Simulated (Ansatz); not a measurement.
# CdTe (F-43m) in Ansatz: further runs

One crystal, CdTe, is run at these levels: PBE; tasks: phonons, elastic constants.

Program: Ansatz 0.2.0. These are calculated values, not measurements. Logs are shortened: lines on timing, memory, paths and dates and some standing lists are left out, and cuts for length are marked.

**What was measured.**

From a printed reference work, data compilation, for a bulk crystal of CdTe at 0 K: band gap 1.607 eV.

How close the calculation comes is told below.

### 1 The crystal as given

The structure is cubic, space group F-43m (No. 216). Conventional cell: a = 6.410 Å, b = 6.410 Å, c = 6.410 Å, α = 90.00°, β = 90.00°, γ = 90.00°. Te (site symmetry -43m) is surrounded by 4 Cd at 2.78 Å. Around Cd (site symmetry -43m) lie 4 Te at 2.78 Å.

### 2 Phonons, PBE

The input, input.yaml:

```yaml
crystal:
  lattice:
    - [0.0, 3.205, 3.205]
    - [3.205, 0.0, 3.205]
    - [3.205, 3.205, 0.0]
  atoms:
    - { symbol: Te, position: [0.75, 0.75, 0.75] }
    - { symbol: Cd, position: [0.0, 0.0, 0.0] }
kpoints:
  mp_grid: { grid: [7, 7, 7] }
scf:
  occupations: { method: fermi_dirac, width: 0.05 }
hamiltonian:
  xc: pbe
  pseudopotentials: { kind: all_electron, lapw: { basis_error: 0.002 } }
output: {}
phonons:
  method: fd
  supercell: [1, 1, 1]
```

Potentials or basis: all-electron LAPW, scalar-relativistic.

Command:

```console
$ ansatz run input.yaml --threads 1 --pin off --max-ram 3072MiB --backend cpu --events-out ev --progress --plain --runs-dir out
```

The log of the run:

```text
Warning: RAYON_NUM_THREADS=1 ignored (pool sized by the plan → 1); use --threads N
LAPW: plane waves up to 8.247 Å⁻¹, error target 2.0e-3 eV per atom; small_component_spin mean_spin; Cd in spheres of 1.355 Å, 20 of its electrons in bands, Dirac shells []; Te in spheres of 1.337 Å, 24 of its electrons in bands, Dirac shells [] (how accurate: hamiltonian.pseudopotentials.lapw.basis_error, Limitations)
Engine: ansatz 0.2.0, aarch64-unknown-linux-gnu
Pseudopotentials: kind: all_electron
Pseudopotential: Te, LAPW, valence charge 24, lapw/all_electron/scalar/gaussian/Te, Koelling and Harmon's equation, gaussian nucleus
Pseudopotential: Cd, LAPW, valence charge 20, lapw/all_electron/scalar/gaussian/Cd, Koelling and Harmon's equation, gaussian nucleus
Functional definition: PBE
  parameter kappa = 0.804
  parameter beta = 0.06672455060314922
  exchange = pbe_x(kappa = kappa, mu = beta*pi^2/3)
  correlation = pbe_c(beta = beta)
Crystal: 2 atoms, lattice volume = 65.844 Å³
Basis set: ecut = 259.152161149082 eV, 609 PW (Γ), exchange–correlation at level 2
Bands: 27, of which v1, the nominal top of the filled ones, is band 22 counted from 1 (21 counted from 0)
Symmetry: 24 space group operations
k-points: 20 of 343 (time reversal used)
Non-local potential: Te, projectors of the file, none
Non-local potential: Cd, projectors of the file, none
Initial density: superposition of atomic densities (chi_scale 0.1, normalization cell, long waves kept (reshape's long-wave potential 0.00 eV rms))
Initial wavefunctions: plane waves of lowest kinetic energy (no species holds an atomic orbital)
Functional: x = pbe(κ = 0.804, μ = 0.2195149727645171), c = pbe(β = 0.06672455060314922)
iter 1 solved again at ethr=1.33e-3 eV; its pass at ethr=1.00e-1 eV (dr2=5.84e-1 eV) is discarded
SCF iter   1: F=—  HF=-337120.880653 eV  |F-HF|=—  |Δ(HF+E_count)|=         —  Δρ=2.10e-2  dr2=5.86e-1  ethr=1.33e-3  ⟨swp⟩=2.0  Hψ=3494  notcnv=0
preconditioner: auto → none  [insulator: Δε(μ)=1.155 eV  Ē_g=11.769 eV  σ=0.050 eV  W_gap=1.00  n_scr=14 (ndim 8)  ℏωp=19.4 eV  f_vac=0.195  D(μ)=0.00/eV (n_scr^D=0)  ε∞_Penn≈3.7]
iter 2 solved again at ethr=5.18e-5 eV; its pass at ethr=1.33e-3 eV (dr2=2.28e-2 eV) is discarded
SCF iter   2: F=—  HF=-337120.676314 eV  |F-HF|=—  |Δ(HF+E_count)|=   2.04e-1  Δρ=6.53e-3  dr2=2.29e-2  ethr=5.18e-5  ⟨swp⟩=2.0  Hψ=2726  notcnv=0
SCF iter   3: F=—  HF=-337120.652652 eV  |F-HF|=—  |Δ(HF+E_count)|=   2.37e-2  Δρ=3.87e-3  dr2=9.30e-3  ethr=5.18e-5  ⟨swp⟩=2.8  Hψ=1611  notcnv=0
SCF iter   4: F=—  HF=-337120.652619 eV  |F-HF|=—  |Δ(HF+E_count)|=   3.27e-5  Δρ=1.35e-3  dr2=1.27e-3  ethr=2.11e-5  ⟨swp⟩=2.0  Hψ=1481  notcnv=0
SCF iter   5: F=—  HF=-337120.652740 eV  |F-HF|=—  |Δ(HF+E_count)|=   1.21e-4  Δρ=2.30e-4  dr2=2.56e-5  ethr=2.88e-6  ⟨swp⟩=2.0  Hψ=1484  notcnv=0
SCF iter   6: F=—  HF=-337120.652757 eV  |F-HF|=—  |Δ(HF+E_count)|=   1.71e-5  Δρ=4.16e-5  dr2=8.98e-7  ethr=5.82e-8  ⟨swp⟩=3.0  Hψ=1521  notcnv=0
SCF iter   7: F=—  HF=-337120.652760 eV  |F-HF|=—  |Δ(HF+E_count)|=   2.63e-6  Δρ=4.33e-6  dr2=1.48e-8  ethr=2.04e-9  ⟨swp⟩=3.0  Hψ=1584  notcnv=0
SCF iter   8: F=-337120.652760 eV  HF=-337120.652760 eV  |F-HF|=8.15e-10  |Δ(HF+E_count)|=   4.81e-8  Δρ=6.66e-7  dr2=2.98e-10  ethr=3.36e-11  ⟨swp⟩=3.0  Hψ=1599  notcnv=0
SCF 1 converged in 8 iterations: F = -337120.652760 eV  dr2 = 2.98e-10
Symmetry: 4 space group operations
k-points: 64 of 343 (time reversal used)
Initial density: handed on by an earlier stage of this run
Initial wavefunctions: plane waves of lowest kinetic energy (no species holds an atomic orbital; no wavefunctions were taken with the density)
iter 1 solved again at ethr=1.01e-7 eV; its pass at ethr=1.00e-1 eV (dr2=4.45e-5 eV) is discarded
SCF iter   1: F=—  HF=-337120.652496 eV  |F-HF|=—  |Δ(HF+E_count)|=         —  Δρ=1.69e-4  dr2=2.14e-5  ethr=1.01e-7  ⟨swp⟩=5.1  Hψ=14887  notcnv=0
preconditioner: auto → none  [insulator: Δε(μ)=0.864 eV  Ē_g=12.221 eV  σ=0.050 eV  W_gap=1.00  n_scr=14 (ndim 8)  ℏωp=19.4 eV  f_vac=0.230  D(μ)=0.00/eV (n_scr^D=0)  ε∞_Penn≈3.5]
SCF iter   2: F=—  HF=-337120.652496 eV  |F-HF|=—  |Δ(HF+E_count)|=   2.73e-7  Δρ=6.56e-5  dr2=2.28e-6  ethr=4.86e-8  ⟨swp⟩=2.0  Hψ=4737  notcnv=0
SCF iter   3: F=—  HF=-337120.652498 eV  |F-HF|=—  |Δ(HF+E_count)|=   1.78e-6  Δρ=2.46e-5  dr2=3.46e-7  ethr=5.19e-9  ⟨swp⟩=2.0  Hψ=4738  notcnv=0
iter 4 solved again at ethr=1.13e-11 eV; its pass at ethr=7.86e-10 eV (dr2=4.99e-9 eV) is discarded
SCF iter   4: F=—  HF=-337120.652498 eV  |F-HF|=—  |Δ(HF+E_count)|=   3.18e-7  Δρ=2.76e-6  dr2=4.94e-9  ethr=1.13e-11  ⟨swp⟩=2.0  Hψ=8428  notcnv=0
SCF iter   5: F=-337120.652498 eV  HF=-337120.652498 eV  |F-HF|=4.66e-10  |Δ(HF+E_count)|=   5.53e-9  Δρ=6.53e-7  dr2=3.37e-10  ethr=1.12e-11  ⟨swp⟩=3.0  Hψ=4939  notcnv=0
SCF 2 converged in 5 iterations: F = -337120.652498 eV  dr2 = 3.37e-10
iter 1 solved again at ethr=2.52e-7 eV; its pass at ethr=1.00e-1 eV (dr2=1.11e-4 eV) is discarded
SCF iter   1: F=—  HF=-337120.652522 eV  |F-HF|=—  |Δ(HF+E_count)|=         —  Δρ=2.69e-4  dr2=9.12e-5  ethr=2.52e-7  ⟨swp⟩=5.0  Hψ=14707  notcnv=0
iter 2 solved again at ethr=1.06e-8 eV; its pass at ethr=2.07e-7 eV (dr2=4.65e-6 eV) is discarded
SCF iter   2: F=—  HF=-337120.652497 eV  |F-HF|=—  |Δ(HF+E_count)|=   2.44e-5  Δρ=9.30e-5  dr2=4.64e-6  ethr=1.06e-8  ⟨swp⟩=2.0  Hψ=8258  notcnv=0
SCF iter   3: F=—  HF=-337120.652498 eV  |F-HF|=—  |Δ(HF+E_count)|=   2.56e-7  Δρ=4.11e-5  dr2=1.04e-6  ethr=1.05e-8  ⟨swp⟩=2.0  Hψ=4737  notcnv=0
SCF iter   4: F=—  HF=-337120.652498 eV  |F-HF|=—  |Δ(HF+E_count)|=   4.22e-7  Δρ=5.85e-6  dr2=1.77e-8  ethr=2.36e-9  ⟨swp⟩=2.0  Hψ=4737  notcnv=0
SCF iter   5: F=—  HF=-337120.652498 eV  |F-HF|=—  |Δ(HF+E_count)|=   1.54e-8  Δρ=7.86e-7  dr2=8.10e-10  ethr=4.02e-11  ⟨swp⟩=3.0  Hψ=4932  notcnv=0
SCF iter   6: F=-337120.652498 eV  HF=-337120.652498 eV  |F-HF|=2.33e-10  |Δ(HF+E_count)|=   1.22e-9  Δρ=2.58e-7  dr2=4.10e-11  ethr=2.65e-12 (applied; sched 1.84e-12)  ⟨swp⟩=3.0  Hψ=5028  notcnv=0
SCF 3 converged in 6 iterations: F = -337120.652498 eV  dr2 = 4.10e-11
SCF converged after 8 iterations
Free energy (F): -337120.652760 eV
Harris-Foulkes:  -337120.652760 eV  (|F-HF|=8.15e-10)
Internal energy: -337120.652758 eV  (E = F + TS)
E sigma→0 (E₀):  -337120.652759 eV
Entropy (-TS):   -0.000002 eV (-0.001 meV/atom)
Fermi energy:    9.814702 eV
--- Per-component energies (eV) ---
  E_band       = -1620.510269
  E_kinetic    = 354736.824351
  E_xc         = -9001.873791
  E_electrostatic = -682855.603318  (all electrons and nuclei)
  E_smearing   = -0.000002  (= −TS)
  E_closure    = 0.000000  (closes the sum)
  E_atoms      = -337115.932394  (free atoms, spherical and without spin; not in F)
  Σ components = -337120.652760   (vs F -337120.652760, Δ=0.00e0)
  Basis errors (estimates in eV, not in F): energy 8.3e-4 per atom: plane waves 7.9e-4 (4.7e-4 summed), levels above the bands 1.3e-71, relativity 1.5e-7, radial functions 3.9e-5, core shells 9.9e-7; eigenvalues (radial functions only) 8.8e-7; not estimated: angular momenta, meshes, grids; target (lapw.basis_error) 2.0e-3; muffin-tin radii Cd 1.355 Å, Te 1.337 Å
--- Forces (eV/Å), atoms counted from 1 ---
  atom   1  Te    -0.00000000     0.00000000    -0.00000000
  atom   2  Cd     0.00000000    -0.00000000     0.00000000
  max |Σ_I F_I| component: 3.70e-17 eV/Å
--- Band table (eV; the first three rows and the last of 20) ---
  k-point 0: bands = ["-149.3647", "-99.4041", "-99.4041", "-99.4041", "-92.8600", "-53.9213", "-53.9213", "-53.9213", "-26.7464", "-26.7464", "-26.7464", "-26.7370", "-26.7370", "-2.0202", "0.9486", "0.9486", "0.9486", "1.2345", "1.2345", "9.3476", "9.3476", "9.3476", "10.2200", "13.9443", "13.9443", "13.9443", "16.8477"]
  k-point 1: bands = ["-149.3647", "-99.4041", "-99.4041", "-99.4041", "-92.8600", "-53.9213", "-53.9213", "-53.9213", "-26.7465", "-26.7464", "-26.7464", "-26.7370", "-26.7370", "-1.9393", "0.9642", "0.9642", "1.0110", "1.2333", "1.2333", "7.8762", "9.1609", "9.1609", "11.1860", "13.9923", "14.2218", "14.2218", "17.7256"]
  k-point 2: bands = ["-149.3647", "-99.4041", "-99.4041", "-99.4041", "-92.8600", "-53.9213", "-53.9213", "-53.9213", "-26.7465", "-26.7462", "-26.7462", "-26.7369", "-26.7369", "-1.7565", "0.9957", "0.9957", "1.2276", "1.2351", "1.2351", "6.1312", "8.8034", "8.8034", "11.3731", "14.5637", "14.5637", "15.1662", "17.5086"]
  k-point 19: bands = ["-149.3647", "-99.4041", "-99.4041", "-99.4041", "-92.8600", "-53.9213", "-53.9213", "-53.9213", "-26.7466", "-26.7463", "-26.7458", "-26.7370", "-26.7367", "-1.4729", "1.0743", "1.0904", "1.1999", "1.2373", "1.8307", "5.0197", "6.6931", "7.4198", "13.0714", "14.2047", "15.3099", "16.1037", "18.3368"]
--- Phonons: 2 displaced members + reference (amplitude 0.01 Å, Σ member SCF iterations 11) ---
  symmetry images taken by strict's conditions (phonons.symmetry_images: auto; settled by no image being taken that strict refuses)
  ASR residual: 6.432e-4 → 0.000e0 eV/Å²; symmetrization residual: 7.735e-5 eV/Å²
  largest component of a force at the reference: 7.9e-17 eV/Å
  ASR residual per site (eV/Å²): 9.58e-5 6.43e-4
  Γ frequencies (cm⁻¹): 0.00 0.00 0.00 154.28 154.28 154.28
  density of states and harmonic sums: on the 17×17×17 q-mesh, interpolated from the force constants of a 1×1×1 supercell (no non-analytic term)
  largest difference from the sums on the solved wave vectors: F 6.15e-1 eV, S 8.74e-4 and C_V 2.58e-4 eV/K
  zero-point energy: 0.039010 eV/cell   skipped modes (ω ≤ 0): 3   left out of the sums: 1.02e-4 of the cell's modes: C_V's classical limit lies that fraction below 3 k_B per atom; for a crystal, a wire or a layer, F and S can be off by more, and a phonons.interpolated_qmesh denser along its periods is the remedy for the sampling
```

It took 75 s on 1 thread of Arm Neoverse V1, shared host; peak memory 0.39 GiB.

Results:

```yaml
Free_energy: -337120.6528 eV
Band_gap_on_the_k_mesh: 0.87 eV, direct
Highest_phonon_frequency_at_Γ_LO-TO_splitting_left_out: 154 cm⁻¹
```

Levels at points of the mesh, in eV from the valence-band top:
| k point | band 20 | band 21 | band 22 | band 23 | band 24 | band 25 |
| --- | --- | --- | --- | --- | --- | --- |
| (0.00, 0.00, 0.00) | 0.00 | 0.00 | 0.00 | 0.87 | 4.60 | 4.60 |

Phonon frequencies in cm⁻¹ (negative: imaginary):
```
              q point        frequencies
(0.000, 0.000, 0.000)  0 0 0 154 154 154
```

Caveat: spin-orbit coupling is left out, which moves the levels of the heavy elements.

### 3 Elastic constants, PBE

input.yaml, as its differences from that of step 2:

```diff
@@ -9,3 +9,3 @@
 kpoints:
-  mp_grid: { grid: [7, 7, 7] }
+  mp_grid: { grid: [5, 5, 5] }
 scf:
@@ -15,5 +15,7 @@
   pseudopotentials: { kind: all_electron, lapw: { basis_error: 0.002 } }
-output: {}
-phonons:
-  method: fd
-  supercell: [1, 1, 1]
+output:
+  forces: true
+  stress: true
+elastic:
+  mode: relaxed_ion
+  stencil: two_point
```

Potentials or basis: all-electron LAPW, scalar-relativistic.

Command:

```console
$ ansatz run input.yaml --threads 1 --pin off --max-ram 3072MiB --backend cpu --events-out ev --progress --plain --runs-dir out
```

It took 2 min on 1 thread of Arm Neoverse V1, shared host; peak memory 0.31 GiB.

It converged, with:

| Item | Value |
| --- | --- |
| Free energy | -337120.6356 eV |
| Pressure | 4.3 GPa |
| Band gap on the k mesh | 0.87 eV, direct |
| Elastic constants C11, C12, C44 | 64, 50, 17 GPa |
| Voigt bulk modulus | 55 GPa |

Levels at points of the mesh, in eV from the valence-band top:
```tsv
k point	band 19	band 20	band 21	band 22	band 23	band 24	band 25	band 26
(0.00, 0.00, 0.00)	-8.12	0.00	0.00	0.00	0.87	4.59	4.59	4.59
```

Elastic tensor in Voigt notation (GPa, in the Cartesian axes of the cell as first typed):
```
64 50 50  0  0  0
50 64 50  0  0  0
50 50 64  0  0  0
 0  0  0 17  0  0
 0  0  0  0 17  0
 0  0  0  0  0 17
```

Caveat: the cell is more than 3 GPa from zero pressure, which shifts response properties; spin-orbit coupling is left out, which moves the levels of the heavy elements.

### 4 Comparison with measurements

Step 2. A measured gap of CdTe is 1.607 eV (0 K; a printed reference work, data compilation); the calculated 0.87 eV misses it by -0.73 eV. Spin-orbit coupling on Cd, Te is left out. The value is that of PBE, without temperature or zero-point motion. Semilocal functionals fall short of measured gaps as a rule.

Step 3. Measured gap of CdTe: 1.607 eV (0 K; a printed reference work, data compilation). This calculation gives 0.87 eV (-0.74 eV). Spin-orbit coupling on Cd, Te is left out. The value is that of PBE, without temperature or zero-point motion. Semilocal functionals fall short of measured gaps as a rule.
